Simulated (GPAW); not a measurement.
# B (Pm-3m) in GPAW: reference runs

Reference runs on B: the cell as given.

Everything below comes from runs of GPAW 26.7.0. Logs are shortened: lines on timing, memory, paths and dates and some standing lists are left out, and cuts for length are marked. The log counts tension as positive stress, the text compression.

**1. The crystal as given**

It takes space group Pm-3m (No. 221, cubic). Conventional cell: a = 1.885 Å, b = 1.885 Å, c = 1.885 Å, α = 90.00°, β = 90.00°, γ = 90.00°. B (site symmetry m-3m) is surrounded by 6 B at 1.89 Å.

The cell was built by a generator and needn't be a form met in nature.

**2. Single point, PBE**

run.py reads:

```python
from ase import Atoms
from ase.dft.bandgap import bandgap
from ase.io import write
from ase.units import GPa
from gpaw import GPAW, PW

atoms = Atoms(['B'],
              cell=[[1.88524, 0.0, 0.0],
                    [0.0, 1.88524, 0.0],
                    [0.0, 0.0, 1.88524]],
              scaled_positions=[[0.5, 0.5, 0.5]],
              pbc=True)

calc = GPAW(mode=PW(800),
            xc='PBE',
            kpts={'size': (14, 14, 14), 'gamma': True},
            occupations={'name': 'fermi-dirac', 'width': 0.05},
            nbands=7,
            convergence={'density': 1e-05, 'energy': 1e-05},
            maxiter=150,
            txt='gpaw.txt')
atoms.calc = calc
energy = atoms.get_potential_energy()
forces = atoms.get_forces()
stress = atoms.get_stress()
calc.write('gs.gpw')
write('result.traj', atoms)
print(f'Energy: {energy:.6f} eV')
print('Forces (eV/A):')
print(forces.round(4))
print('Stress (GPa):', (stress / GPa).round(3))
print('Fermi level:', round(calc.get_fermi_level(), 4), 'eV')
print(f'Gap: {bandgap(calc)[0]:.4f} eV, direct: {bandgap(calc, direct=True)[0]:.4f} eV')
```

Potentials or basis: GPAW PAW data sets (gpaw-data 1.2.1), pw.

The run is started by

```sh
$ OMP_NUM_THREADS=1 python run.py
```

gpaw.txt:

```text
__  _  _
 | _ |_)|_||  |
 |__||  | ||/\| - 26.7.0

Input parameters:
  mode=PW(ecut=800.0),
  convergence={'density': 1e-05, 'energy': 1e-05},
  kpts=MonkhorstPack(size=(14, 14, 14), gamma=True),
  maxiter=150,
  nbands=7,
  occupations=Occupations(name='fermi-dirac', width=0.05),
  xc=XC(name='PBE')

Diagonalizing LCAO Hamiltonian
Converting LCAO to pw mode
  .----.
 *|    |
 |.-B--.
 *----*

Atoms  # Å, Bohr magnetons
|   | symbol |        x |        y |        z |    initial magnetic moments |
|---|--------|----------|----------|----------|-----------------------------|
| 0 |      B | 0.942620 | 0.942620 | 0.942620 | ( 0.0000,  0.0000,  0.0000) |

Unit cell  # Å
| periodic |        x |        y |        z |  lengths |    angles |
|----------|----------|----------|----------|----------|-----------|
|      yes | 1.885240 | 0.000000 | 0.000000 | 1.885240 | 90.000000 |
|      yes | 0.000000 | 1.885240 | 0.000000 | 1.885240 | 90.000000 |
|      yes | 0.000000 | 0.000000 | 1.885240 | 1.885240 | 90.000000 |

Number of symmetries: 48
Symmetry operations  # r_c * U_cc + t_c -> r_c
|    | kind |            matrix            |
|----|------|------------------------------|
|  0 |  E   |  1, 0, 0,  0, 1, 0,  0, 0, 1 |
|  1 |  σ   |  1, 0, 0,  0, 1, 0,  0, 0,-1 |
|  2 |  σ   |  1, 0, 0,  0, 0, 1,  0, 1, 0 |
|  3 |  C4  |  1, 0, 0,  0, 0, 1,  0,-1, 0 |
|  4 |  C4  |  1, 0, 0,  0, 0,-1,  0, 1, 0 |
|  5 |  σ   |  1, 0, 0,  0, 0,-1,  0,-1, 0 |
|  6 |  σ   |  1, 0, 0,  0,-1, 0,  0, 0, 1 |
|  7 |  C2  |  1, 0, 0,  0,-1, 0,  0, 0,-1 |
|  8 |  σ   |  0, 1, 0,  1, 0, 0,  0, 0, 1 |
|  9 |  C2  |  0, 1, 0,  1, 0, 0,  0, 0,-1 |
| 10 |  C3  |  0, 1, 0,  0, 0, 1,  1, 0, 0 |
| 11 |  S6  |  0, 1, 0,  0, 0, 1, -1, 0, 0 |
| 12 |  S6  |  0, 1, 0,  0, 0,-1,  1, 0, 0 |
| 13 |  C3  |  0, 1, 0,  0, 0,-1, -1, 0, 0 |
| 14 |  C4  |  0, 1, 0, -1, 0, 0,  0, 0, 1 |
| 15 |  S4  |  0, 1, 0, -1, 0, 0,  0, 0,-1 |
| 16 |  C3  |  0, 0, 1,  1, 0, 0,  0, 1, 0 |
| 17 |  S6  |  0, 0, 1,  1, 0, 0,  0,-1, 0 |
| 18 |  σ   |  0, 0, 1,  0, 1, 0,  1, 0, 0 |
| 19 |  C4  |  0, 0, 1,  0, 1, 0, -1, 0, 0 |
| 20 |  C2  |  0, 0, 1,  0,-1, 0,  1, 0, 0 |
| 21 |  S4  |  0, 0, 1,  0,-1, 0, -1, 0, 0 |
| 22 |  S6  |  0, 0, 1, -1, 0, 0,  0, 1, 0 |
| 23 |  C3  |  0, 0, 1, -1, 0, 0,  0,-1, 0 |
| 24 |  S6  |  0, 0,-1,  1, 0, 0,  0, 1, 0 |
| 25 |  C3  |  0, 0,-1,  1, 0, 0,  0,-1, 0 |
| 26 |  C4  |  0, 0,-1,  0, 1, 0,  1, 0, 0 |
| 27 |  σ   |  0, 0,-1,  0, 1, 0, -1, 0, 0 |
| 28 |  S4  |  0, 0,-1,  0,-1, 0,  1, 0, 0 |
| 29 |  C2  |  0, 0,-1,  0,-1, 0, -1, 0, 0 |
| 30 |  C3  |  0, 0,-1, -1, 0, 0,  0, 1, 0 |
| 31 |  S6  |  0, 0,-1, -1, 0, 0,  0,-1, 0 |
| 32 |  C4  |  0,-1, 0,  1, 0, 0,  0, 0, 1 |
| 33 |  S4  |  0,-1, 0,  1, 0, 0,  0, 0,-1 |
| 34 |  S6  |  0,-1, 0,  0, 0, 1,  1, 0, 0 |
| 35 |  C3  |  0,-1, 0,  0, 0, 1, -1, 0, 0 |
| 36 |  C3  |  0,-1, 0,  0, 0,-1,  1, 0, 0 |
| 37 |  S6  |  0,-1, 0,  0, 0,-1, -1, 0, 0 |
| 38 |  σ   |  0,-1, 0, -1, 0, 0,  0, 0, 1 |
| 39 |  C2  |  0,-1, 0, -1, 0, 0,  0, 0,-1 |
| 40 |  σ   | -1, 0, 0,  0, 1, 0,  0, 0, 1 |
| 41 |  C2  | -1, 0, 0,  0, 1, 0,  0, 0,-1 |
| 42 |  C2  | -1, 0, 0,  0, 0, 1,  0, 1, 0 |
| 43 |  S4  | -1, 0, 0,  0, 0, 1,  0,-1, 0 |
| 44 |  S4  | -1, 0, 0,  0, 0,-1,  0, 1, 0 |
| 45 |  C2  | -1, 0, 0,  0, 0,-1,  0,-1, 0 |
| 46 |  C2  | -1, 0, 0,  0,-1, 0,  0, 0, 1 |
| 47 |  i   | -1, 0, 0,  0,-1, 0,  0, 0,-1 |

BZ-sampling:
  Number of BZ points: 2744
  Number of IBZ points: 120

  Monkhorst-Pack size: [14, 14, 14]
  Monkhorst-Pack shift: [0.03571428571428571, 0.03571428571428571, 0.03571428571428571]

K-points  # in reciprocal-cell coordinates
|     |                                coordinates |     weight |
|-----|--------------------------------------------|------------|
|   0 | (  0.00000000,   0.00000000,   0.00000000) | 0.00036443 |
|   1 | (  0.07142857,   0.00000000,   0.00000000) | 0.00218659 |
|   2 | (  0.07142857,   0.07142857,   0.00000000) | 0.00437318 |
|   3 | (  0.07142857,   0.07142857,   0.07142857) | 0.00291545 |
|   4 | (  0.14285714,   0.00000000,   0.00000000) | 0.00218659 |
|   5 | (  0.14285714,   0.07142857,   0.00000000) | 0.00874636 |
|   6 | (  0.14285714,   0.07142857,   0.07142857) | 0.00874636 |
|   7 | (  0.14285714,   0.14285714,   0.00000000) | 0.00437318 |
|   8 | (  0.14285714,   0.14285714,   0.07142857) | 0.00874636 |
|   9 | (  0.14285714,   0.14285714,   0.14285714) | 0.00291545 |
| ... |                                            |            |
| 119 | (  0.50000000,   0.50000000,   0.50000000) | 0.00036443 |

Plane wave coefficients: 360
Cutoff: 800.0 eV

Spin-components: 1 (collinear spins)
Bands:           7
Projectors:      5
Spin-degeneracy: 2
Datatype:        complex128

Parallelization:
  kpt:    1
  domain: 1
  band:   1

Density:
  Valence electrons: 3.0
  Components: 1
  Grid points: [14 14 14]
  Charge: 0.0  # |e|

Potential:
  Grid points: [14 14 14]

species:
  B:
    name:    Boron
    Z:       5.0
    valence: 3
    core:    2
    charge:  0.0  # [|e|]
    compensation charges:
      type: gauss
      rc: 0.20  # [Å]
      lmax: 2
    cutoffs:
      filter: 1.14  # [Å]
      core: 1.38  # [Å]
    projectors
    | kind |    occ | energy [eV] | rcut [Å] |
    |------|--------|-------------|----------|
    |   2s |  2.000 |      -9.443 |    0.635 |
    |   2p |  1.000 |      -3.606 |    0.635 |
    |    s |        |      17.768 |    0.635 |
    |    p |        |      23.605 |    0.635 |
    |    d |        |       0.000 |    0.635 |

    Using partial waves for B as LCAO basis

Reference energy: -669.489567  # eV

eigensolver:
  PPCG
  Converge bands: occupied
  niter=2

density mixing:
  MSR1-Mixer
  Pratt-step length: 0.05
  Maximum mixing coefficient: 0.75
  Old densities: 10
  SVD Regularization: 0.005
  Good broyden scale: 1.0
  Trust region scale: 1.0
  Backstep threshold: 4.0
  History deletion threshold: 6.0
  Fourier metric: weight=20.0, sigma=0.015

occupation numbers:
  Fermi-Dirac:
    width: 0.0500  # eV

poisson solver:
  ecut: 6400.0  # eV

xc functional:
  name: PBE with 2 nearest neighbor stencil

convergence criteria:
- Maximum integral of absolute [dens]ity change: 1e-05 electrons / valence electron
- Maximum [total energy] change in last 3 cyles: 1e-05 eV / valence electron
- Maximum integral of absolute [eigenst]ate change: 4e-08 eV^2 / valence electron
maximum number of iterations: 150

SCF iterations
|iter     | |      energy | eigst |  dens |
|---------|-|-------------|-------|-------|
|iter:   1| |   -5.592825 | -0.04 |       |
|iter:   2| |   -5.594040 | -2.23 | -1.31 |
|iter:   3| |   -5.599618 | -2.48 | -1.34 |
|iter:   4| |   -5.600141 | -3.41 | -1.93 |
|iter:   5| |   -5.600143 | -6.16 | -3.09 |
|iter:   6| |   -5.600143c| -7.19 | -3.51 |
|iter:   7| |   -5.600143c| -8.15c| -5.02c|

Converged in 7 steps
Energy contributions relative to reference atoms: (reference = -669.489567)

Energy contributions:
  Kinetic:           4.484745
  Coulomb:          -3.066561
  Zero:              0.007574
  External:          0.000000
  Xc:               -7.023564
  Entropy:          -0.004675
  Spinorbit:         0.000000
  ----------------------------
  Free energy:      -5.602481
  Extrapolated:     -5.600143

dipole moment: (-0.000000, -0.000000, -0.000000)  # |e|*Ang

Fermi level: 9.618
Eigenvalues  # (at kpt = [0.000, 0.000, 0.000])
| band index |      eig [eV] | occ [0-2] |
|------------|---------------|-----------|
|          0 |        -6.121 |     2.000 |
|          1 |        23.272 |     0.000 |
|          2 |        23.272 |     0.000 |
|          3 |        23.272 |     0.000 |
|          4 |        33.676 |     0.000 |
|          5 |        33.676 |     0.000 |
|          6 |        42.767 |     0.000 |

No gap
No difference between direct/indirect transitions

Forces  # eV/Ang
|        x |       y |       z |
|----------|---------|---------|
| -0.00000 | 0.00000 | 0.00000 |  # B    0

Stress tensor  # eV/Ang^3
|         x |         y |        z |
|-----------|-----------|----------|
|  0.000330 | -0.000000 | 0.000000 |
| -0.000000 |  0.000330 | 0.000000 |
|  0.000000 |  0.000000 | 0.000330 |

# Writing to gs.gpw (mode='')
```

It took 7.8 s on 1 thread of Arm Neoverse V1, shared host; peak memory 0.12 GiB.

What came out:

- Free energy: -5.6025 eV
- Pressure: -0.1 GPa
- Band gap on the k mesh: none (metal or under the smearing width)

Levels at points of the mesh, in eV from the Fermi level:
```
           k point  band 1  band 2  band 3
(0.00, 0.00, 0.00)  -15.74   13.65   13.65
(0.50, 0.00, 0.00)   -8.19   -6.18   17.52
(0.50, 0.50, 0.00)   -1.91   -1.91    4.33
(0.50, 0.50, 0.50)    3.46    3.46    3.46
```
